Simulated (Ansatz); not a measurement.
# NiSi2/GaP/NiSi2: conductance against the thickness of the layer, part 5 of 6

Aim: the conductance of NiSi2/GaP/NiSi2 junctions as the barrier thickens. Both electrodes are NiSi2 fluorite(111); the barrier is GaP zinc blende(111) (whole bilayers). In the first transport cell, after relaxation, the nearest pair of electrode and barrier is Si–P at 2.28 Å, along the normal, at the lower face and Si–Ga at 2.47 Å, along the normal, at the upper one. All share a net of side 3.84 Å, which strains the lower electrode by +0.0 % and the barrier by -1.4 %, against typed lattice constants near PBE's. The first steps treat the bulk electrodes alone.

Ansatz 0.2.0; PBE DFT, plane waves, PAW files (the session's first sound run).

So far, transmission at the Fermi level (a spin, zone mean): step 4 (the open system: T(E)) 0.0535; step 5 (54 atoms, atomic planes in the barrier 4, gap between the …) 0.113. Also channels of the lower lead: step 4 1.16.

### Step 6. Conductance on a fine mesh, 56 atoms

Level of this step: PBE DFT, plane waves, PAW files; ballistic transmission by layer matching between semi-infinite leads (Ansatz).

System of this step: NiSi2/GaP/NiSi2. The cell holds 56 atoms: 34 Si, 16 Ni, 3 P and 3 Ga. Its edges and angles: a = 3.840 Å, b = 3.840 Å, c = 76.644 Å, α = 90.0°, β = 90.0°, γ = 120.0°. Regions: left electrode, 25 atoms (17 Si and 8 Ni); barrier, 6 atoms (3 P and 3 Ga); right electrode, 25 atoms (17 Si and 8 Ni). Vacuum lies along c.

Barrier layers are added or taken out in the middle, and the relaxed faces stay.

input.yaml reads:

```yaml
crystal:
  lattice:
    - [3.84, 0.0, 0.0]
    - [-1.92, 3.3255375505, 0.0]
    - [0.0, 0.0, 76.6443070367]
  atoms:
    - { symbol: Si, position: [0.0, 0.0, 0.0913309843] }
    - { symbol: Si, position: [0.66666667, 0.33333333, 0.1117071523] }
    - { symbol: Ni, position: [0.0, 0.0, 0.1221516934] }
    - { symbol: Si, position: [0.33333333, 0.66666667, 0.1325962346] }
    - { symbol: Si, position: [0.0, 0.0, 0.1529724026] }
    - { symbol: Ni, position: [0.33333333, 0.66666667, 0.1634169438] }
    - { symbol: Si, position: [0.66666667, 0.33333333, 0.1738614849] }
    - { symbol: Si, position: [0.33333333, 0.66666667, 0.1942376529] }
    - { symbol: Ni, position: [0.66666667, 0.33333333, 0.2046821941] }
    - { symbol: Si, position: [0.0, 0.0, 0.2151267353] }
    - { symbol: Si, position: [0.66666667, 0.33333333, 0.2355029033] }
    - { symbol: Ni, position: [0.0, 0.0, 0.2459474444] }
    - { symbol: Si, position: [0.33333333, 0.66666667, 0.2563919856] }
    - { symbol: Si, position: [0.0, 0.0, 0.2767681536] }
    - { symbol: Ni, position: [0.33333333, 0.66666667, 0.2872126948] }
    - { symbol: Si, position: [0.66666667, 0.33333333, 0.2976572359] }
    - { symbol: Si, position: [0.33333333, 0.66666667, 0.3180334039] }
    - { symbol: Ni, position: [0.66666667, 0.33333333, 0.3284779451] }
    - { symbol: Si, position: [0.0, 0.0, 0.3389224863] }
    - { symbol: Si, position: [0.66666667, 0.33333333, 0.3592986543] }
    - { symbol: Ni, position: [0.0, 0.0, 0.3697431954] }
    - { symbol: Si, position: [0.33333333, 0.66666667, 0.3801877366] }
    - { symbol: Si, position: [0.0, 0.0, 0.4005639046] }
    - { symbol: Ni, position: [0.33333333, 0.66666667, 0.4110084458] }
    - { symbol: Si, position: [0.66666667, 0.33333333, 0.4224534953] }
    - { symbol: P, position: [0.66666667, 0.33333333, 0.4522519447] }
    - { symbol: Ga, position: [0.0, 0.0, 0.4630490862] }
    - { symbol: P, position: [0.0, 0.0, 0.4941504541] }
    - { symbol: Ga, position: [0.33333333, 0.66666667, 0.5048259266] }
    - { symbol: P, position: [0.33333333, 0.66666667, 0.5359129982] }
    - { symbol: Ga, position: [0.66666667, 0.33333333, 0.5465543057] }
    - { symbol: Si, position: [0.66666667, 0.33333333, 0.5787807339] }
    - { symbol: Ni, position: [0.0, 0.0, 0.5889915542] }
    - { symbol: Si, position: [0.33333333, 0.66666667, 0.5994360954] }
    - { symbol: Si, position: [0.0, 0.0, 0.6198122634] }
    - { symbol: Ni, position: [0.33333333, 0.66666667, 0.6302568046] }
    - { symbol: Si, position: [0.66666667, 0.33333333, 0.6407013457] }
    - { symbol: Si, position: [0.33333333, 0.66666667, 0.6610775137] }
    - { symbol: Ni, position: [0.66666667, 0.33333333, 0.6715220549] }
    - { symbol: Si, position: [0.0, 0.0, 0.6819665961] }
    - { symbol: Si, position: [0.66666667, 0.33333333, 0.7023427641] }
    - { symbol: Ni, position: [0.0, 0.0, 0.7127873052] }
    - { symbol: Si, position: [0.33333333, 0.66666667, 0.7232318464] }
    - { symbol: Si, position: [0.0, 0.0, 0.7436080144] }
    - { symbol: Ni, position: [0.33333333, 0.66666667, 0.7540525556] }
    - { symbol: Si, position: [0.66666667, 0.33333333, 0.7644970967] }
    - { symbol: Si, position: [0.33333333, 0.66666667, 0.7848732647] }
    - { symbol: Ni, position: [0.66666667, 0.33333333, 0.7953178059] }
    - { symbol: Si, position: [0.0, 0.0, 0.8057623471] }
    - { symbol: Si, position: [0.66666667, 0.33333333, 0.8261385151] }
    - { symbol: Ni, position: [0.0, 0.0, 0.8365830562] }
    - { symbol: Si, position: [0.33333333, 0.66666667, 0.8470275974] }
    - { symbol: Si, position: [0.0, 0.0, 0.8674037654] }
    - { symbol: Ni, position: [0.33333333, 0.66666667, 0.8778483066] }
    - { symbol: Si, position: [0.66666667, 0.33333333, 0.8882928477] }
    - { symbol: Si, position: [0.33333333, 0.66666667, 0.9086690157] }
kpoints:
  mp_grid: { grid: [8, 8, 1] }
scf:
  occupations: { method: fermi_dirac, width: 0.1 }
  max_iter: 150
hamiltonian:
  xc: pbe
output:
  transmission:
    kmesh: [24, 24]
    e_range: [-0.26, 0.27]
    de: 0.0375
    leads: [[10, 13], [42, 45]]
```

On the command line:

```console
$ ansatz run input.yaml --threads 8 --pin off --max-ram 24576MiB --backend cpu --events-out ev --progress --plain --runs-dir out
```

Numbers of over 12 decimals in the logs are rounded to 6 here.

Output:

```text
[...]
Crystal: 56 atoms, lattice volume = 978.753 Å³
Basis set: ecut = 420 eV, 19061 PW (Γ)
Bands: 295, of which v1, the nominal top of the filled ones, is band 239 counted from 1 (238 counted from 0)
Symmetry: 6 space group operations
[...]
k-points: 10 of 64 (time reversal used)
[...]
SCF iter   1: F=—  HF=-128685.841408 eV  |F-HF|=—  |Δ(HF+E_count)|=         —  Δρ=1.28e-2  dr2=2.59e1  ethr=1.77e-3  ⟨swp⟩=8.7  Hψ=14608  notcnv=0  defer=106
[...]
SCF iter  12: F=-128685.578737 eV  HF=-128685.578737 eV  |F-HF|=1.43e-8  |Δ(HF+E_count)|=   4.23e-8  Δρ=1.36e-6  dr2=1.58e-8  ethr=2.09e-11  ⟨swp⟩=16.6  Hψ=12065  notcnv=0
SCF 1 converged in 12 iterations: F = -128685.578737 eV  dr2 = 1.58e-8
[...]
transmission: 334 of 3233 steps passed
transmission: 652 of 3233 steps passed
[...]
transmission: 3233 of 3233 steps passed
SCF converged after 12 iterations
Free energy (F): -128685.578737 eV
[...]
Internal energy: -128685.091648 eV  (E = F + TS)
E sigma→0 (E₀):  -128685.335193 eV
Entropy (-TS):   -0.487089 eV (-8.698 meV/atom)
Fermi energy:    8.767588 eV
[...]
--- Band table (eV; the first three rows and the last of 10) ---
  k-point 0: bands = [... 235 lower, 9.8424, 9.9469, 9.9933, 9.9933, 10.0279, 10.0279, 10.0376, 10.1353, ... 52 higher]
  k-point 1: bands = [... 235 lower, 9.4284, 9.5159, 9.5442, 9.5700, 9.6207, 9.6505, 9.6701, 9.7423, ... 52 higher]
  k-point 2: bands = [... 235 lower, 8.5980, 8.6137, 8.6914, 8.7459, 8.8546, 8.8628, 8.9430, 8.9983, ... 52 higher]
  k-point 9: bands = [... 235 lower, 7.2936, 7.4539, 7.4590, 7.7662, 7.9171, 8.1811, 8.1850, 9.1499, ... 52 higher]
--- Transmission ---
  basis      : 109 plane waves across, 53 finite elements along
  points     : 61, standing for a mesh of 24 x 24
[...]
filled         : 23.1 meV under the level at which it is neutral
    channels       : 1.060764e0 a spin
[...]
slowest decay  : 0.0344 /Å at (0.2083, 0.1667)
[...]
filled         : 17.4 meV under the level at which it is neutral
    channels       : 1.039931e0 a spin
[...]
slowest decay  : 0.0379 /Å at (0.2083, 0.1667)
  junction   : crystal 0 to crystal 1, 20.43 to 56.21 Å
    transmission   : 4.188308e-2 a spin
[...]
resistance     : 3.6297e-2 Ω µm² beyond half of each lead's own
```

Wall time 4.5 min (8 threads of Arm Neoverse V2, shared host); peak memory 9.8 GiB; 32 min of CPU time.

Numbers from this step:

```
free energy                                         : -128685.5787 eV
Fermi energy                                        : 8.768 eV
transmission at the Fermi level (a spin, zone mean) : 0.04188
potential step in the upper lead                    : 10.3 meV
junction conductance                                : 2.64e13 S/m²
error estimates by source, in the log's order       : 0, 0.6, 21.6, 13.6, 1 %
resistance-area product beyond the leads            : 0.03630 Ω um²
```

One spin. Transmission, zone mean against energy, zero at the Fermi level:

| energy (eV) | transmission, zone mean |
| --- | --- |
| -0.260 | 0.0389 |
| -0.223 | 0.0375 |
| -0.185 | 0.0362 |
| -0.147 | 0.0380 |
| -0.110 | 0.0456 |
| -0.072 | 0.0456 |
| -0.035 | 0.0528 |
| 0.003 | 0.0419 |
| 0.040 | 0.0411 |
| 0.077 | 0.0449 |
| 0.115 | 0.0459 |
| 0.152 | 0.0466 |
| 0.190 | 0.0458 |
| 0.228 | 0.0552 |
| 0.265 | 0.0633 |

One spin. The open channels, zone mean by energy, zero at the Fermi level:

| energy (eV) | lower lead | upper lead |
| --- | --- | --- |
| -0.260 | 0.821 | 0.842 |
| -0.223 | 0.852 | 0.852 |
| -0.185 | 0.894 | 0.915 |
| -0.147 | 0.915 | 0.967 |
| -0.110 | 1.01 | 1.01 |
| -0.072 | 1.03 | 1.01 |
| -0.035 | 1.03 | 1.01 |
| 0.003 | 1.06 | 1.04 |
| 0.040 | 1.06 | 1.06 |
| 0.077 | 1.08 | 1.08 |
| 0.115 | 1.13 | 1.15 |
| 0.152 | 1.15 | 1.15 |
| 0.190 | 1.19 | 1.19 |
| 0.228 | 1.24 | 1.26 |
| 0.265 | 1.28 | 1.28 |

Transmission over k1 and k2. At 0.0025 eV from the Fermi level.

Ten even steps from '_' (0.000) to '@' (0.277):
```
________________________________________________
________________________________________________
________::..________..::________________________
______::@@--::..__..::--@@::____________________
______..--++++::....::++++--..__________________
________::++++..==::==..++++::__________________
________..::..==**____**==..::..________________
__________..==**##==__==##**==..________________
________....::__==--%%%%--==__::....____________
______..::::==____%%######%%____==::::..________
______::--++..**==%%##____##%%==**..++--::______
________@@++++==##--##______##--##==++++@@______
________::--++..**==%%##____##%%==**..++--::____
__________..::::==____%%######%%____==::::..____
______________....::__==--%%%%--==__::....______
__________________..==**##==__==##**==..________
__________________..::..==**____**==..::..______
____________________::++++..==::==..++++::______
____________________..--++++::....::++++--..____
______________________::@@--::..__..::--@@::____
__________________________::..________..::______
________________________________________________
________________________________________________
________________________________________________
```
Columns: k1 (b1) from -0.5 to 0.458; rows upwards: k2 (b2) from -0.5 to 0.458.

G = 2.6e13 S/m² (1/G = 0.0379 Ω µm²), 0.38 times the step before of this kind. The largest error estimate is 22 %, from the mesh across the current. In the worse lead the potential repeats within 10 meV, which the program lets pass, though it still puts 14 % of error on the junction's conductance through them.

### Step 7. Conductance, atomic planes in the barrier 8, gap between the electrodes 15.18 Å

System of this step: NiSi2/GaP/NiSi2. The cell holds 58 atoms: 34 Si, 16 Ni, 4 P and 4 Ga. Its edges and angles: a = 3.840 Å, b = 3.840 Å, c = 79.845 Å, α = 90.0°, β = 90.0°, γ = 120.0°. Regions: left electrode, 25 atoms (17 Si and 8 Ni); barrier, 8 atoms (4 P and 4 Ga); right electrode, 25 atoms (17 Si and 8 Ni). Vacuum lies along c.

Barrier layers are added or taken out in the middle, and the relaxed faces stay.

input.yaml reads:

```yaml
crystal:
  lattice:
    - [3.84, 0.0, 0.0]
    - [-1.92, 3.3255375505, 0.0]
    - [0.0, 0.0, 79.845168285]
  atoms:
    - { symbol: Si, position: [0.0, 0.0, 0.0876696756] }
    - { symbol: Si, position: [0.66666667, 0.33333333, 0.1072289966] }
    - { symbol: Ni, position: [0.0, 0.0, 0.1172548333] }
    - { symbol: Si, position: [0.33333333, 0.66666667, 0.12728067] }
    - { symbol: Si, position: [0.0, 0.0, 0.146839991] }
    - { symbol: Ni, position: [0.33333333, 0.66666667, 0.1568658277] }
    - { symbol: Si, position: [0.66666667, 0.33333333, 0.1668916644] }
    - { symbol: Si, position: [0.33333333, 0.66666667, 0.1864509854] }
    - { symbol: Ni, position: [0.66666667, 0.33333333, 0.1964768222] }
    - { symbol: Si, position: [0.0, 0.0, 0.2065026589] }
    - { symbol: Si, position: [0.66666667, 0.33333333, 0.2260619799] }
    - { symbol: Ni, position: [0.0, 0.0, 0.2360878166] }
    - { symbol: Si, position: [0.33333333, 0.66666667, 0.2461136533] }
    - { symbol: Si, position: [0.0, 0.0, 0.2656729743] }
    - { symbol: Ni, position: [0.33333333, 0.66666667, 0.275698811] }
    - { symbol: Si, position: [0.66666667, 0.33333333, 0.2857246477] }
    - { symbol: Si, position: [0.33333333, 0.66666667, 0.3052839687] }
    - { symbol: Ni, position: [0.66666667, 0.33333333, 0.3153098055] }
    - { symbol: Si, position: [0.0, 0.0, 0.3253356422] }
    - { symbol: Si, position: [0.66666667, 0.33333333, 0.3448949632] }
    - { symbol: Ni, position: [0.0, 0.0, 0.3549207999] }
    - { symbol: Si, position: [0.33333333, 0.66666667, 0.3649466366] }
    - { symbol: Si, position: [0.0, 0.0, 0.3845059576] }
    - { symbol: Ni, position: [0.33333333, 0.66666667, 0.3945317943] }
    - { symbol: Si, position: [0.66666667, 0.33333333, 0.4055180306] }
    - { symbol: P, position: [0.66666667, 0.33333333, 0.4341219093] }
    - { symbol: Ga, position: [0.0, 0.0, 0.4444862112] }
    - { symbol: P, position: [0.0, 0.0, 0.4743407765] }
    - { symbol: Ga, position: [0.33333333, 0.66666667, 0.4845882869] }
    - { symbol: P, position: [0.33333333, 0.66666667, 0.514429129] }
    - { symbol: Ga, position: [0.66666667, 0.33333333, 0.5246766394] }
    - { symbol: P, position: [0.66666667, 0.33333333, 0.5545174815] }
    - { symbol: Ga, position: [0.0, 0.0, 0.5647321965] }
    - { symbol: Si, position: [0.0, 0.0, 0.5956667203] }
    - { symbol: Ni, position: [0.33333333, 0.66666667, 0.6054682057] }
    - { symbol: Si, position: [0.66666667, 0.33333333, 0.6154940424] }
    - { symbol: Si, position: [0.33333333, 0.66666667, 0.6350533634] }
    - { symbol: Ni, position: [0.66666667, 0.33333333, 0.6450792001] }
    - { symbol: Si, position: [0.0, 0.0, 0.6551050368] }
    - { symbol: Si, position: [0.66666667, 0.33333333, 0.6746643578] }
    - { symbol: Ni, position: [0.0, 0.0, 0.6846901945] }
    - { symbol: Si, position: [0.33333333, 0.66666667, 0.6947160313] }
    - { symbol: Si, position: [0.0, 0.0, 0.7142753523] }
    - { symbol: Ni, position: [0.33333333, 0.66666667, 0.724301189] }
    - { symbol: Si, position: [0.66666667, 0.33333333, 0.7343270257] }
    - { symbol: Si, position: [0.33333333, 0.66666667, 0.7538863467] }
    - { symbol: Ni, position: [0.66666667, 0.33333333, 0.7639121834] }
    - { symbol: Si, position: [0.0, 0.0, 0.7739380201] }
    - { symbol: Si, position: [0.66666667, 0.33333333, 0.7934973411] }
    - { symbol: Ni, position: [0.0, 0.0, 0.8035231778] }
    - { symbol: Si, position: [0.33333333, 0.66666667, 0.8135490146] }
    - { symbol: Si, position: [0.0, 0.0, 0.8331083356] }
    - { symbol: Ni, position: [0.33333333, 0.66666667, 0.8431341723] }
    - { symbol: Si, position: [0.66666667, 0.33333333, 0.853160009] }
    - { symbol: Si, position: [0.33333333, 0.66666667, 0.87271933] }
    - { symbol: Ni, position: [0.66666667, 0.33333333, 0.8827451667] }
    - { symbol: Si, position: [0.0, 0.0, 0.8927710034] }
    - { symbol: Si, position: [0.66666667, 0.33333333, 0.9123303244] }
kpoints:
  mp_grid: { grid: [8, 8, 1] }
scf:
  occupations: { method: fermi_dirac, width: 0.1 }
  max_iter: 150
hamiltonian:
  xc: pbe
output:
  transmission:
    kmesh: [24, 24]
    e_range: [-0.26, 0.27]
    de: 0.0375
    leads: [[10, 13], [44, 47]]
```

Output:

```text
[...]
Crystal: 58 atoms, lattice volume = 1019.628 Å³
Basis set: ecut = 420 eV, 19863 PW (Γ)
Bands: 306, of which v1, the nominal top of the filled ones, is band 248 counted from 1 (247 counted from 0)
Symmetry: 6 space group operations
[...]
k-points: 10 of 64 (time reversal used)
[...]
channels       : 1.060764e0 a spin
[...]
slowest decay  : 0.0342 /Å at (0.2083, 0.1667)
[...]
filled         : 17.4 meV under the level at which it is neutral
    channels       : 1.039931e0 a spin
[...]
slowest decay  : 0.0378 /Å at (0.2083, 0.1667)
  junction   : crystal 0 to crystal 1, 20.43 to 59.41 Å
    transmission   : 1.463105e-2 a spin
[...]
resistance     : 1.0521e-1 Ω µm² beyond half of each lead's own
[key lines of the parts left out:]
SCF converged after 12 iterations
Free energy (F): -133225.125263 eV
Fermi energy:    8.716487 eV
```

The job ended after 5.5 min (8 threads; peak memory 11 GiB).

One spin. Transmission, zone mean against energy, zero at the Fermi level:

| energy (eV) | transmission, zone mean |
| --- | --- |
| -0.260 | 0.0144 |
| -0.223 | 0.0136 |
| -0.185 | 0.0127 |
| -0.147 | 0.0141 |
| -0.110 | 0.0170 |
| -0.072 | 0.0162 |
| -0.035 | 0.0197 |
| 0.003 | 0.0146 |
| 0.040 | 0.0143 |
| 0.077 | 0.0158 |
| 0.115 | 0.0163 |
| 0.152 | 0.0163 |
| 0.190 | 0.0159 |
| 0.228 | 0.0193 |
| 0.265 | 0.0243 |

G = 9.4e12 S/m² (1/G = 0.107 Ω µm²), 0.35 times the step before of this kind. The largest error estimate is 49 %, from the leads' potential steps. In the worse lead the potential repeats within 10 meV, which the program lets pass, though it still puts 49 % of error on the junction's conductance through them.

[end of part 5 of 6]

[Logs are printed without paths, hosts, clocks, repeated set-up lines and the standing remarks that a program may print on its own settings, such as how far it seeks lower states.]

[Hosts, paths, dates, database ids (printed as entryN), source tags and the programs' standing remarks are cut or masked in the printed files.]
